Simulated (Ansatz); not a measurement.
Base system: ZnTe in the zinc blende structure (space group F-43m, No. 216; a = 6.066 Å). Axes: x, y, z lie along the cube axes.

The values are results of PBEsol (Ansatz, a quantum-chemistry and plane-wave program), spin-orbit coupling left out, earlier PAW set, not measurements.

For the base:

The valley order comes out as Γ 1.23 eV; L along ⟨111⟩ 1.73 eV; a point along ⟨100⟩, about 0.9 Å⁻¹ from Γ 2.12 eV.

Perturbation: biaxial strain −2.46 %, plane normal [111], relaxed out of plane (Cartesian); in-plane vectors clamped, the third vector and the atoms free.

**Question.** How does this affect the in-plane stress, energy relative to the base and valley order?

**Answer.** The mean in-plane stress (compression positive) comes out as +2.8 GPa; the energy goes up by 12 meV/atom; the valley order (the lowest conduction-band minima on the path, energy above the VBM, named in the base's zone) becomes Γ 1.25 eV; L along [1-11] 1.55 eV; X along [100] 1.85 eV; L along [111] 2.02 eV (base: Γ 1.23 eV; L along ⟨111⟩ 1.73 eV; a point along ⟨100⟩, about 0.9 Å⁻¹ from Γ 2.12 eV).

Spin-orbit coupling, missing from the scalar runs, can matter with Te. The levels and masses belong to the bands next to the band gap. Whether these cells are dynamically stable was not tested.
